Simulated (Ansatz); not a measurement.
Computed with DFT PBE, scalar-relativistic, plane waves, PAW in Ansatz 0.2.0. All cells share a 420 eV cutoff and Γ-centred k meshes spaced at most about 0.3 Å⁻¹ (about 0.25 or finer for metals, 2π included). No spin polarisation.

Each guess is relaxed in cell and atoms at zero pressure, on a coarse mesh first where it starts far from rest and then on a converged one. The steps can't lower the symmetry of the start, but it can rise. Energies are static (0 K, no zero-point motion).

Two unrelaxed guesses for Ta₅Si:

A.

```
CELL_PARAMETERS angstrom
0.00000 3.58586 3.58586
3.58586 0.00000 3.58586
3.58586 3.58586 0.00000
ATOMIC_POSITIONS crystal
Ta 0.25000 0.25000 0.25000
Ta 0.12500 0.62500 0.62500
Ta 0.62500 0.62500 0.62500
Ta 0.62500 0.12500 0.62500
Ta 0.62500 0.62500 0.12500
Si 0.00000 0.00000 0.00000
```

B.

```
CELL_PARAMETERS angstrom
3.62157 0.00000 0.00000
-1.81079 3.13638 0.00000
0.00000 0.00000 9.38669
ATOMIC_POSITIONS crystal
Ta 0.33333 0.66667 0.18622
Ta 0.33333 0.66667 0.81378
Ta 0.66667 0.33333 0.81378
Ta 0.66667 0.33333 0.18622
Ta 0.00000 0.00000 0.50000
Si 0.00000 0.00000 0.00000
```

Problem. Which guess leads to the lower structure, and by how much?

Solution. B ends lower, by 0.31 eV/atom. A: F-43m at 15.4 Å³/atom → F-43m at 18.6 Å³/atom; B: P6/mmm at 17.8 Å³/atom → P6/mmm at 17.7 Å³/atom. Counting Ta atoms around Si (those within 1.25 times the shortest such distance or 1.15 times the sum of covalent radii, 1.27 where that leaves under three; a plus sign parts nearer from farther groups), the end of A has Si 16 and the end of B has Si 2+12. End of A. Conventional cell: a = 7.644 Å. Ta on a site of symmetry -43m has 12 Ta at 3.17 Å and 4 Si at 3.31 Å; around Ta on a site of symmetry 3m lie 6 Ta at 2.69–2.71 Å, 3 Ta at 3.17 Å and 3 Si at 3.17 Å; Si is surrounded by 16 Ta at 3.17–3.31 Å. End of B. Conventional cell: a = 4.753 Å, c = 5.433 Å. Ta on a site of symmetry 3m has 5 Ta at 2.65–2.79 Å, 3 Ta at 3.05 Å and 3 Si at 3.08 Å; Ta on a site of symmetry 6/mmm is surrounded by 2 Si at 2.72 Å and 12 Ta at 3.05 Å; Si has 2 Ta at 2.72 Å and 12 Ta at 3.08 Å.

Ends held by symmetry can be saddle points. Neither end is the lowest form computed: that has space group P4/mmm (No. 123) and lies 0.34 eV/atom below the better end. Even the lowest of the cells shown lies +0.14 eV/atom against the elements. Spin–orbit coupling, which can matter for Ta, is left out. Some structure types and database cells were kept out of the candidates from the start, so a known form may be missing.
